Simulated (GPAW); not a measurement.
## LuH2 in GPAW: convergence with bands over the usual count

Input of the first run (bands over the usual count 0.72); the others differ in this setting and in those tied to it:

The input run.py:

```python
from ase.dft.bandgap import bandgap
from ase.io import read, write
from ase.units import GPa
from gpaw import GPAW, PW

atoms = read('LuH2.xyz')

calc = GPAW(mode=PW(800),
            xc='LDA',
            kpts={'size': (7, 7, 7), 'gamma': True},
            occupations={'name': 'fermi-dirac', 'width': 0.05},
            nbands=21,
            convergence={'density': 1e-05, 'energy': 1e-05},
            maxiter=100,
            txt='gpaw.txt')
atoms.calc = calc
energy = atoms.get_potential_energy()
forces = atoms.get_forces()
stress = atoms.get_stress()
calc.write('gs.gpw')
write('result.traj', atoms)
print(f'Energy: {energy:.6f} eV')
print('Forces (eV/A):')
print(forces.round(4))
print('Stress (GPa):', (stress / GPa).round(3))
print('Fermi level:', round(calc.get_fermi_level(), 4), 'eV')
print(f'Gap: {bandgap(calc)[0]:.4f} eV, direct: {bandgap(calc, direct=True)[0]:.4f} eV')
```

Contents of LuH2.xyz:

```xyz
3
Lattice="0.0000000000 2.5165000000 2.5165000000 2.5165000000 0.0000000000 2.5165000000 2.5165000000 2.5165000000 0.0000000000" Properties=species:S:1:pos:R:3 pbc="T T T"
Lu     0.0000000000      0.0000000000      0.0000000000
H      3.7747500000      3.7747500000      3.7747500000
H      1.2582500000      1.2582500000      1.2582500000
```

Potentials or basis: the program's PAW data sets (release 1.2.1) made for this functional, pw.

Run with:

```sh
$ OMP_NUM_THREADS=1 python run.py
```

Hardware: 1 thread of Arm Neoverse V2, on a shared host.

| bands over the usual count | energy less the tightest run, at zero smearing (meV/atom) | SCF cycles | CPU time (s) | peak memory (GiB) |
| --- | --- | --- | --- | --- |
| 0.72 | 0.00 | 9 | 13 | 0.18 |
| 0.8 | 0.00 | 9 | 14 | 0.18 |
| 0.9 | 0.00 | 9 | 15 | 0.18 |
| 1 | 0.00 | 9 | 16 | 0.18 |
| 1.3 | 0.00 | 9 | 20 | 0.19 |
| 1.7 | 0.00 | 9 | 26 | 0.2 |
| 2.5 | 0.00 | 9 | 39 | 0.21 |

Against the tightest run, the energy stays within 1 meV/atom from 0.72 on. The tightest run that finished is the yardstick and may itself not be fully converged.

Caveat, for the tightest run too: one-centre terms of the f shell are cut off. Spin-orbit coupling is left out, which matters for the levels of Lu.
